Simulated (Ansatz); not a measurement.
## Rh: strain energy, fitted

Rh, P6_3/mmc, a = 2.704 Å, c = 4.349 Å. This isn't the element's structure at ambient conditions. Ansatz: r2SCAN, PAW, 500 eV, Γ-centred 24×24×12 mesh on 2 atoms, Gaussian smearing 0.10 eV; no spin polarisation. Series: biaxial strain in the a-b plane, c and atoms relaxed; x is the strain in per cent. y is the free energy over the unstrained cell, V0 = 13.764 Å³/atom.

```
x (%) y (meV/atom)
 -6.0             ?
 -4.0         73.57
 -2.0         16.00
  0.0          0.00
  2.0         16.72
  4.0         57.48
  6.0        115.62
```

Task: Fit y = c2 x² + c3 x³ to the other rows, turn c2 into a modulus, and predict the missing energy.

Result: Least squares on the rows shown. y = 4.0566 x² − 0.13814 x³. In eV per unit strain² c2 is 40.57; M is the biaxial modulus (E = M V0 ε²): 40.57 × 160.2 / (13.764) = 472 GPa. At x = -6.0 the fit asked for gives 175.88 meV/atom. The run gave 186.00 meV/atom, so the fit is 10.12 meV/atom too low, 5.4 % of the span of the series, against an rms of 1.16 meV/atom on the fitted rows. The row lies outside the fitted range. With a term in x⁴ added, a fit to the same known rows predicts 169.28 meV/atom, further off still.